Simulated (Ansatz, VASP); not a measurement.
LiF: VASP beside Ansatz

INCAR

```
SYSTEM = LiF
ALGO = Normal ; EDIFF = 1E-8
ENCUT = 520 ; ISIF = 2
ISMEAR = -1 ; LASPH = .True.
LCHARG = .False. ; LEFG = .True.
LREAL = .False. ; LWAVE = .False.
NBANDS = 12 ; NELM = 80
PREC = Accurate ; SIGMA = 0.03
```

Contents of KPOINTS:

```
k-points
0
Gamma
  10 10 10
  0 0 0
```

The input POSCAR:

```
LiF
1.0
    0.0000000000      2.0405030393      2.0405030393
    2.0405030393      0.0000000000      2.0405030393
    2.0405030393      2.0405030393      0.0000000000
Li F
1 1
Direct
    0.0000000000      0.0000000000      0.0000000000
    0.5000000000      0.5000000000      0.5000000000
```

Input for Ansatz:

```yaml
crystal:
  lattice:
    - [0.0, 2.0405030393, 2.0405030393]
    - [2.0405030393, 0.0, 2.0405030393]
    - [2.0405030393, 2.0405030393, 0.0]
  atoms:
    - { symbol: Li, position: [0.0, 0.0, 0.0] }
    - { symbol: F, position: [0.5, 0.5, 0.5] }
kpoints:
  mp_grid: { grid: [10, 10, 10] }
scf:
  occupations: { method: fermi_dirac, width: 0.03 }
hamiltonian:
  xc: lda
  pseudopotentials: { kind: all_electron, datasets: crystal }
output:
  forces: true
  stress: true
  eigenvalues: true
  efg: { contact_densities: true }
```

Change from the starting cell: volume scaled by 1.04, crystal datasets.

Alike in both runs: task electric field gradients; functional LDA; k mesh 10 × 10 × 10; occupations fermi-dirac, width 0.03 eV; no spin polarisation.

|  | VASP | Ansatz |
| --- | --- | --- |
| version | VASP 6.6.1 | Ansatz 0.2.0 |
| potentials or method | VASP PAW LDA potentials, release 64 (Li_sv, F) | all-electron PAW with datasets made for the crystal, scalar-relativistic |
| plane-wave cutoff (eV) | 520 | see its input |

```csv
,VASP,Ansatz,Ansatz less VASP
gap on the k mesh at the Fermi level (eV),8.49,8.48,-0.011
Vzz of the field gradient on the site that differs most (V/Å²),0.0,0.0,0.00
```

Ansatz ran all-electron here, so the differences hold the error of VASP's frozen core and of both bases.

 A k mesh can miss the band edges.
